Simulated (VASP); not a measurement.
# AlN (P6_3/mmc) in VASP: G0W0 quasiparticle levels with PBE

Aim: the G0W0 quasiparticle levels of AlN with PBE.

Program: VASP 6.6.1. These are calculated values, not measurements. Logs are shortened: lines on timing, memory, paths and dates and some standing lists are left out, and cuts for length are marked.

### Step 1. The crystal as given

It takes space group P6_3/mmc (No. 194, hexagonal). The conventional cell has a = 3.312 Å, b = 3.312 Å, c = 4.188 Å, α = 90.00°, β = 90.00°, γ = 120.00°. Al (site symmetry -6m2) is surrounded by 5 N at 1.91 to 2.09 Å. N (site symmetry -6m2) is surrounded by 5 Al at 1.91 to 2.09 Å.

Measurements of this composition are mostly on another form, of space group No. 186.

### Step 2. G0W0 quasiparticle levels, PBE

POSCAR reads:

```
AlN
1.0
    3.3121157418      0.0000000000      0.0000000000
   -1.6560578709      2.8683763727      0.0000000000
    0.0000000000      0.0000000000      4.1875630000
Al N
2 2
Direct
    0.6666666667      0.3333333333      0.2500000000
    0.3333333333      0.6666666667      0.7500000000
    0.6666666667      0.3333333333      0.7500000000
    0.3333333333      0.6666666667      0.2500000000
```

INCAR.step1 reads:

```
PREC     = Accurate       # precision mode
ENCUT    = 450            # plane-wave cutoff, eV
EDIFF    = 1E-8           # SCF threshold, eV
ISMEAR   = 0              # smearing method
SIGMA    = 0.01           # smearing width, eV
LREAL    = F              # projectors in reciprocal space
LASPH    = T              # aspherical terms in the spheres
NELM     = 60             # most SCF steps
ALGO     = Normal         # electronic algorithm
LWAVE    = T              # write WAVECAR
LCHARG   = F              # write CHGCAR
GGA      = PE             # functional
```

INCAR.step2 reads:

```
PREC     = Accurate       # precision mode
ENCUT    = 450            # plane-wave cutoff, eV
EDIFF    = 1E-8           # SCF threshold, eV
ISMEAR   = 0              # smearing method
SIGMA    = 0.01           # smearing width, eV
LREAL    = F              # projectors in reciprocal space
LASPH    = T              # aspherical terms in the spheres
NELM     = 1              # most SCF steps
ALGO     = Exact          # electronic algorithm
LWAVE    = T              # write WAVECAR
LCHARG   = F              # write CHGCAR
GGA      = PE             # functional
NBANDS   = 343            # bands
LOPTICS  = T              # frequency-dependent dielectric function
ISTART   = 1
```

INCAR.step3 reads:

```
PREC     = Accurate       # precision mode
ENCUT    = 450            # plane-wave cutoff, eV
EDIFF    = 1E-8           # SCF threshold, eV
ISMEAR   = 0              # smearing method
SIGMA    = 0.01           # smearing width, eV
LREAL    = F              # projectors in reciprocal space
LASPH    = T              # aspherical terms in the spheres
ALGO     = EVGW0          # electronic algorithm
LWAVE    = F              # write WAVECAR
LCHARG   = F              # write CHGCAR
GGA      = PE             # functional
NELMGW   = 1            
NBANDS   = 343            # bands
ENCUTGW  = 240            # cutoff of the response function
NOMEGA   = 50             # frequency points
PRECFOCK = Fast         
ISTART   = 1            
NBANDSGW = 16
```

KPOINTS reads:

```
regular mesh
0
Gamma
  4 4 4
```

Potentials or basis: VASP PAW PBE potentials, release 64 (Al_GW, N_GW).

Command:

```console
> cat potpaw_PBE.64/Al_GW/POTCAR potpaw_PBE.64/N_GW/POTCAR > POTCAR
> cp INCAR.step1 INCAR
> mpirun -np 1 vasp_std > vasp.out
> cp INCAR.step2 INCAR
> mpirun -np 1 vasp_std > vasp.out
> cp INCAR.step3 INCAR
> mpirun -np 1 vasp_std > vasp.out
```

OUTCAR:

```text
PREC = Accurate
   ENCUT = 450
   EDIFF = 1E-8
   ISMEAR = 0
   LREAL = F
   LASPH = T
   GGA = PE
   NELMGW = 1
   ENCUTGW = 240
   PRECFOCK = Fast
   ISTART = 1

 ion  position               nearest neighbor table
   1  0.667  0.333  0.250-   4 1.91   4 1.91   4 1.91   3 2.09   3 2.09
   2  0.333  0.667  0.750-   3 1.91   3 1.91   3 1.91   4 2.09   4 2.09
   3  0.667  0.333  0.750-   2 1.91   2 1.91   2 1.91   1 2.09   1 2.09
   4  0.333  0.667  0.250-   1 1.91   1 1.91   1 1.91   2 2.09   2 2.09

  LATTYP: Found a hexagonal cell.
 ALAT       =     3.3121157418
 C/A-ratio  =     1.2643166261

  Lattice vectors:

 A1 = (   3.3121157418,   0.0000000000,   0.0000000000)
 A2 = (  -1.6560578709,   2.8683763727,   0.0000000000)
 A3 = (   0.0000000000,   0.0000000000,   4.1875630000)

Analysis of symmetry for initial positions (statically):
=====================================================================
 Subroutine PRICEL returns:
 Original cell was already a primitive cell.

 Routine SETGRP: Setting up the symmetry group for a
 hexagonal supercell.

 Subroutine GETGRP returns: Found 24 space group operations
 (whereof 12 operations were pure point group operations)
 out of a pool of 24 trial point group operations.

The static configuration has the point symmetry D_3d.
 The point group associated with its full space group is D_6h.

Analysis of symmetry for dynamics (positions and initial velocities):
=====================================================================
 Subroutine PRICEL returns:
 Original cell was already a primitive cell.

 Routine SETGRP: Setting up the symmetry group for a
 hexagonal supercell.

 Subroutine GETGRP returns: Found 24 space group operations
 (whereof 12 operations were pure point group operations)
 out of a pool of 24 trial point group operations.

The dynamic configuration has the point symmetry D_3d.
 The point group associated with its full space group is D_6h.

 Subroutine INISYM returns: Found 24 space group operations
 (whereof 12 operations are pure point group operations),
 and found     1 'primitive' translations

----------------------------------------------------------------------------------------

                                     Primitive cell

  volume of cell :      39.7835

  direct lattice vectors                    reciprocal lattice vectors
     3.312115742  0.000000000  0.000000000     0.301921816  0.174314642  0.000000000
    -1.656057871  2.868376373  0.000000000     0.000000000  0.348629284  0.000000000
     0.000000000  0.000000000  4.187563000     0.000000000  0.000000000  0.238802377

  length of vectors
     3.312115742  3.312115742  4.187563000     0.348629284  0.348629284  0.238802377

  position of ions in fractional coordinates (direct lattice)
     0.666666667  0.333333333  0.250000000
     0.333333333  0.666666667  0.750000000
     0.666666667  0.333333333  0.750000000
     0.333333333  0.666666667  0.250000000

  ion indices of the primitive-cell ions
   primitive index   ion index
                 1           1
                 2           2
                 3           3
                 4           4

----------------------------------------------------------------------------------------

 KPOINTS: regular mesh

Automatic generation of k-mesh.
 Grid dimensions read from file:
 generate k-points for:    4    4    4

 Generating k-lattice:

  Cartesian coordinates                     Fractional coordinates (reciprocal lattice)
     0.075480454  0.043578660  0.000000000     0.250000000 -0.000000000  0.000000000
     0.000000000  0.087157321  0.000000000     0.000000000  0.250000000  0.000000000
     0.000000000  0.000000000  0.059700594     0.000000000  0.000000000  0.250000000

  Length of vectors
     0.087157321  0.087157321  0.059700594

  Shift w.r.t. Gamma in fractional coordinates (k-lattice)
     0.000000000  0.000000000  0.000000000

 Subroutine IBZKPT returns following result:
 ===========================================

 Found     12 irreducible k-points:

 Following reciprocal coordinates:
            Coordinates               Weight
  0.000000  0.000000  0.000000      1.000000
  0.250000  0.000000  0.000000      6.000000
  0.500000  0.000000  0.000000      3.000000
  0.250000  0.250000  0.000000      6.000000
  0.000000  0.000000  0.250000      2.000000
  0.250000  0.000000  0.250000     12.000000
  0.500000  0.000000  0.250000      6.000000
  0.250000  0.250000  0.250000     12.000000
  0.000000  0.000000  0.500000      1.000000
  0.250000  0.000000  0.500000      6.000000
  0.500000  0.000000  0.500000      3.000000
  0.250000  0.250000  0.500000      6.000000
   k-points           NKPTS =     12   k-points in BZ     NKDIM =     64   number of bands    NBANDS=    343
   number of dos      NEDOS =    301   number of ions     NIONS =      4
   total plane-waves  NPLWV =  17280
   dimension x,y,z NGX =    24 NGY =   24 NGZ =   30
   dimension x,y,z NGXF=    48 NGYF=   48 NGZF=   60
   ions per type =               2   2
   NGX,Y,Z   is equivalent  to a cutoff of  12.05, 12.05, 11.91 a.u.
   NGXF,Y,Z  is equivalent  to a cutoff of  24.09, 24.09, 23.82 a.u.
 SYSTEM =  unknown system
   PREC   = accura    normal or accurate (medium, high low for compatibility)
   ISTART =      1    job   : 0-new  1-cont  2-samecut
   ICHARG =      0    charge: 1-file 2-atom 10-const
   ISPIN  =      1    spin polarized calculation?
   LNONCOLLINEAR =      F non collinear calculations
   LSORBIT =      F    spin-orbit coupling
   LASPH  =      T    aspherical Exc in radial PAW
   ENCUT  =  450.0 eV  33.07 Ry    5.75 a.u.   5.73  5.73  7.24*2*pi/ulx,y,z
   NELM   =     60;   NELMIN=  2; NELMDL=  0     # of ELM steps
   EDIFF  = 0.1E-07   stopping-criterion for ELM
   LREAL  =      F    real-space projection
   EDIFFG = 0.1E-06   stopping-criterion for IOM
   NSW    =      0    number of steps for IOM
   IBRION =     -1    ionic relax: 0-MD 1-quasi-New 2-CG
   NFREE  =      0    steps in history (QN), initial steepest desc. (CG)
   ISIF   =      0    stress and relaxation
   ISYM   =      3    0-nonsym 1-usesym 2-fastsym
   POTIM  = 0.5000    time-step for ionic-motion
   TEBEG  =    0.0;   TEEND  =   0.0 temperature during run
   PSTRESS=    0.0 pullay stress
   NELECT =      16.0000    total number of electrons
   NUPDOWN=      -1.0000    fix difference up-down
   EMIN   =  10.00;   EMAX   =-10.00  energy-range for DOS
   EFERMI =   0.00;   METHOD = LEGACY
   ISMEAR =     0;   SIGMA  =   0.01  broadening in eV -4-tet -1-fermi 0-gaus
   EFERMI_NEDOS =   21; number of points for ismear=-14 and -15
   IALGO  =     38    algorithm
   IMIX   =      4    mixing-type and parameters
     AMIX     =   0.40;   BMIX     =  1.00
     AMIX_MAG =   1.60;   BMIX_MAG =  1.00
  volume/ion in A,a.u.               =       9.95        67.12
  Fermi-wavevector in a.u.,A,eV,Ry     =   1.208409  2.283561 19.867927  1.460251
  Thomas-Fermi vector in A             =   2.344017
   LORBIT       =      0    0 simple, 1 ext, 2 COOP (PROOUT), +10 PAW based schemes
   GGA     = PE    functional components
   LHFCALC =     T    Hartree Fock is set to
   PRECFOCK=fast      Normal, Fast or Accurate (Low or Medium for compatibility)
   ENCUT4O =  -1.0   cutoff for four orbital integrals eV
   NKREDX  =     1    reduce k-point grid by
   NKREDY  =     1    reduce k-point grid by
   NKREDZ  =     1    reduce k-point grid by
   AEXX    =    1.0000 exact exchange contribution
   HFSCREEN=    0.0000 screening length (either q_TF or 0.3 A-1)
   HFSCREENC=   0.0000 screening length for correlation (either q_TF or 0.3 A-1)
   ENCUTFOCK=  -1.0 apply spherical cutoff to Coloumb kernel
   IVDW    =     0    specifies the selected vdW correction
   LEPSILON=     F    determine dielectric tensor
   LRPA    =     F    only Hartree local field effects (RPA)
   LRPAFORCE           =     F    calculate RPA forces
   ENCUTGW             = 240.0    cutoff for response function in eV
   ENCUTGWSOFT         = 192.0    soft cutoff for Coulomb kernel in GW response function in eV
   ENCUTLF             =  -1.0    cutoff for local field effects
   NELMGW              =     1    number of iterations in solving QP/BSE equation
   NELMHF              =     1    number of iterations in the inner HF iteration
   NKREDLFX            =     1    NKREDLFY  =   1   NKREDLFZ  =   1
 non-spin polarized calculation
 Gauss-broadening in eV      SIGMA  =   0.01
  energy-cutoff  :      450.00
  volume of cell :       39.78
 maximum number of plane-waves:       870
 NGX is ok and might be reduce to    24
  NGX = 14; NGY = 14; NGZ = 18
   NGX = 11   NGY = 11   NGZ = 15
 maximum number of plane-waves:       358

 QP shifts <psi_nk| G(iteration)W_0 |psi_nk>: iteration 1
 for sc-GW calculations column KS-energies equals QP-energies in previous step
 and V_xc(KS)=  KS-energies - (<T + V_ion + V_H > + <T+V_H+V_ion>^1  + <V_x>^1)

 k-point   1 :       0.0000    0.0000    0.0000
  band No.  KS-energies  QP-energies   sigma(KS)   V_xc(KS)     V^pw_x(r,r')   Z            occupation Imag(sigma)

      1      -9.9069     -11.6478     -17.1485     -14.7623     -24.8041       0.7295       2.0000       1.2916
      2      -6.2842      -7.8163     -19.0250     -16.9542     -26.2138       0.7399       2.0000       0.9005
      3       0.0136      -1.3696     -15.2402     -13.3649     -19.2195       0.7376       2.0000       0.1456
      4       3.6167       2.3834     -17.2919     -15.6842     -20.3441       0.7671       2.0000       0.0518
      5       3.6167       2.3834     -17.2919     -15.6842     -20.3441       0.7671       2.0000       0.0518
      6       5.2759       4.1595     -17.9291     -16.4945     -20.5890       0.7782       2.0000       0.0420
[... 8 lines left out ...]
     15      18.6932      19.5924     -12.3530     -13.5418      -6.3747       0.7564       0.0000      -0.2023
     16      18.8154      19.7221      -9.4318     -10.5512      -4.3882       0.8099       0.0000      -0.1334

 k-point   2 :       0.2500    0.0000    0.0000
  band No.  KS-energies  QP-energies   sigma(KS)   V_xc(KS)     V^pw_x(r,r')   Z            occupation Imag(sigma)

      1      -9.2312     -10.9417     -17.4132     -15.0947     -24.9680       0.7377       2.0000       1.2229
      2      -6.3407      -7.8759     -19.0944     -17.0120     -26.2907       0.7373       2.0000       0.8970
      3       0.7585      -0.6054     -15.4692     -13.6340     -19.2319       0.7432       2.0000       0.1169
      4       1.7509       0.4135     -15.7442     -13.9782     -19.0713       0.7573       2.0000       0.0775
      5       2.9054       1.6064     -16.7566     -15.0578     -19.9418       0.7647       2.0000       0.0585
      6       3.6566       2.4402     -16.7953     -15.2188     -19.6517       0.7715       2.0000       0.0507
[... 8 lines left out ...]
     15      17.0573      17.7805      -9.3040     -10.1926      -4.3796       0.8138       0.0000      -0.1184
     16      19.3825      20.3769     -11.9028     -13.1956      -6.0504       0.7692       0.0000      -0.1878
[... 168 lines left out ...]
      5       3.6382       2.3793     -16.9378     -15.3012     -19.9373       0.7692       2.0000       0.0524
      6       3.6382       2.3793     -16.9378     -15.3012     -19.9373       0.7692       2.0000       0.0524
[... 8 lines left out ...]
     15      18.7694      19.6604     -10.9951     -12.1444      -5.2524       0.7753       0.0000      -0.1853
     16      18.7694      19.6604     -10.9951     -12.1444      -5.2524       0.7753       0.0000      -0.1853

 k-point  12 :       0.2500    0.2500    0.5000
  band No.  KS-energies  QP-energies   sigma(KS)   V_xc(KS)     V^pw_x(r,r')   Z            occupation Imag(sigma)

      1      -7.3489      -8.9545     -18.5085     -16.3383     -25.8258       0.7398       2.0000       1.0119
      2      -7.3489      -8.9545     -18.5085     -16.3383     -25.8258       0.7398       2.0000       1.0119
      3       0.1078      -1.2461     -15.3243     -13.4873     -19.2159       0.7370       2.0000       0.1390
      4       0.1078      -1.2461     -15.3243     -13.4873     -19.2159       0.7370       2.0000       0.1390
      5       2.3924       1.0472     -15.6884     -13.9280     -18.8238       0.7642       2.0000       0.0644
      6       2.3924       1.0472     -15.6884     -13.9280     -18.8238       0.7642       2.0000       0.0644
[... 8 lines left out ...]
     15      19.1094      20.0812     -11.0628     -12.3173      -5.2668       0.7747       0.0000      -0.1853
     16      19.1094      20.0812     -11.0628     -12.3173      -5.2668       0.7747       0.0000      -0.1853
```

Wall time 6.3 min (1 thread of Intel Xeon 6975P-C (Granite Rapids), shared host); peak memory 0.7 GiB.

Results:

```
Band gap on the k mesh, mean-field level : 3.26 eV, direct
Quasiparticle gap                        : 4.78 eV
Least direct quasiparticle gap           : 4.78 eV
```

Caveat: the k mesh is coarse (spacing up to 0.55 Å⁻¹), so the values aren't converged; bands, screening cutoff and mesh are small and nothing is extrapolated, so the quasiparticle values aren't converged.
